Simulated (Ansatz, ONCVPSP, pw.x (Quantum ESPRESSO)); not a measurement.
## Equation-of-state test of one ONCV potential (phosphorus)

* Element: P
* Generator: ONCVPSP 4.0.1.1 (patched build)
* Type: optimised norm-conserving Vanderbilt (ONCV)
* Functional: PBE
* Relativity: scalar-relativistic
* Frozen core: [Ne]
* Valence charge: 5
* Reference configuration: 3s2 3p3
* Partial waves: 3s: rc 1.35 bohr, ncon 4, nbas 7, qcut 4.6 1/bohr, 2 projectors, debl 1.9 Ha; 3p: rc 1.90 bohr, ncon 3, nbas 8, qcut 4.8 1/bohr, 2 projectors, debl 1.4 Ha; d scattering state at 0.04 Ha: rc 1.90 bohr, ncon 5, nbas 8, qcut 4.5 1/bohr, 2 projectors, debl 2 Ha
* Local potential: polynomial inside 1.25 bohr (lpopt 5, dvloc0 3 Ha)
* Core correction: Teter function, fcfact 5, rcfact 1.55

Atomic tests: cutoffs needed: 9.9 Ha and 39 Ha (the cutoffs (Ha) at which the residual kinetic energy of the hardest occupied pseudo-wave falls to 1 and 0.1 mHa per electron) The cutoffs count occupied waves only; projector 2 of the s channel, the hardest unoccupied one, needs 79 Ha at the loose tolerance.; ghost test: no bound ghost flagged; GHOST(+) flags only above 600 eV; largest excitation error: -168 meV (all-electron minus pseudo) for 3s1 3p0, out of 4 test configurations.

Crystal test: diamond P in pw.x 7.5, no spin, 8³ k-points, Fermi–Dirac smearing 0.01 Ry, cutoffs 90/360 Ry. The reference is all-electron LAPW (Ansatz 0.2.0) with the same functional, mesh and smearing; V0 and B0 come from Birch–Murnaghan fits to the pressures at five volumes. Errors are pseudo minus all-electron; Δ is the rms difference of the E(V) curves that follow from these fits, minima aligned, over ±6 % about the mean V0. Mesh and smearing are coarse, so the numbers serve the comparison and aren't converged zero-temperature values; the lattice is a test structure that the element need not adopt.

```json
{"V (Å³/atom)": "19.902", "P all-electron (GPa)": "1.99", "P pseudo (GPa)": "1.56"}
{"V (Å³/atom)": "20.425", "P all-electron (GPa)": "0.85", "P pseudo (GPa)": "0.47"}
{"V (Å³/atom)": "20.949", "P all-electron (GPa)": "-0.21", "P pseudo (GPa)": "-0.55"}
{"V (Å³/atom)": "21.473", "P all-electron (GPa)": "-1.21", "P pseudo (GPa)": "-1.51"}
{"V (Å³/atom)": "21.996", "P all-electron (GPa)": "-2.14", "P pseudo (GPa)": "-2.41"}
```

All-electron: a0 = 5.504 Å (V0 = 20.84 Å³/atom), B0 = 41.6 GPa.

Pseudopotential: mean pressure error (GPa): -0.34; a0 (Å): 5.488; a0 error (%): -0.29; B0 error (%): -2.6; Δ (meV/atom): 1.6.

Question: At the middle volume, how do free energy and pressure move when the wave cutoff is lowered (ecutrho kept at four times it)?

Answer:

| cutoff (Ry) | shift of F (meV/atom) | shift of P (GPa) |
| --- | --- | --- |
| 40 | +13.1 | +0.00 |
| 54 | +7.5 | +0.04 |
| 72 | +2.9 | +0.02 |

Input at the middle volume:

```
&control
  calculation='scf', prefix='x', pseudo_dir='./', outdir='./tmp', tstress=.true., disk_io='none'
/
&system
  ibrav=0, nat=2, ntyp=1, ecutwfc=90, ecutrho=360, nbnd=12,
  occupations='smearing', smearing='fd', degauss=0.01
/
&electrons
  conv_thr=1e-09, mixing_beta=0.4, electron_maxstep=70
/
ATOMIC_SPECIES
P 1.0 P.UPF
CELL_PARAMETERS angstrom
  0.00000000 2.75668895 2.75668895
  2.75668895 0.00000000 2.75668895
  2.75668895 2.75668895 0.00000000
ATOMIC_POSITIONS crystal
P 0.0000 0.0000 0.0000
P 0.2500 0.2500 0.2500
K_POINTS automatic
8 8 8 0 0 0
```

```bash
pw.x < P.scf.in > P.scf.out
```

Lines of the output:

```
Message from routine setup:
     using ibrav=0 with symmetry is DISCOURAGED, use correct ibrav instead
     lattice parameter (alat)  =       7.3672  a.u.
     unit-cell volume          =     282.7417 (a.u.)^3
     number of electrons       =        10.00
     number of Kohn-Sham states=           12
     kinetic-energy cutoff     =      90.0000  Ry
     charge density cutoff     =     360.0000  Ry
     scf convergence threshold =      1.0E-09
     Exchange-correlation= PBE
     number of k points=    29  Fermi-Dirac smearing, width (Ry)=  0.0100
     iteration #  1     ecut=    90.00 Ry     beta= 0.40
     total energy              =     -29.86934571 Ry
     estimated scf accuracy    <       0.01647525 Ry
     iteration #  2     ecut=    90.00 Ry     beta= 0.40
     total energy              =     -29.86836722 Ry
     estimated scf accuracy    <       0.00481568 Ry
     iteration #  3     ecut=    90.00 Ry     beta= 0.40
     total energy              =     -29.86854304 Ry
     estimated scf accuracy    <       0.00007204 Ry
     iteration #  4     ecut=    90.00 Ry     beta= 0.40
     c_bands:  1 eigenvalues not converged
     total energy              =     -29.86855566 Ry
     estimated scf accuracy    <       0.00000032 Ry
     iteration #  5     ecut=    90.00 Ry     beta= 0.40
     total energy              =     -29.86855608 Ry
     estimated scf accuracy    <       0.00000004 Ry
     iteration #  6     ecut=    90.00 Ry     beta= 0.40
     total energy              =     -29.86855609 Ry
     estimated scf accuracy    <          5.0E-09 Ry
     iteration #  7     ecut=    90.00 Ry     beta= 0.40
     the Fermi energy is     6.6712 ev
!    total energy              =     -29.86855609 Ry
     estimated scf accuracy    <          4.0E-11 Ry
     smearing contrib. (-TS)   =      -0.00745679 Ry
     The total energy is F=E-TS. E is the sum of the following terms:
     one-electron contribution =       4.21575630 Ry
     hartree contribution      =       2.54273058 Ry
     xc contribution           =     -10.76818605 Ry
     ewald contribution        =     -25.85140014 Ry
     convergence has been achieved in   7 iterations
          total   stress  (Ry/bohr**3)                   (kbar)     P=       -5.53
     Message from routine punch:
     Nothing written, as per user request (disk_io='none')
```

The run at the middle volume (29 k-points, 7 iterations) took about 37 s on one core of a shared host (Neoverse-N1, 64 threads, 124 GiB, load 52).
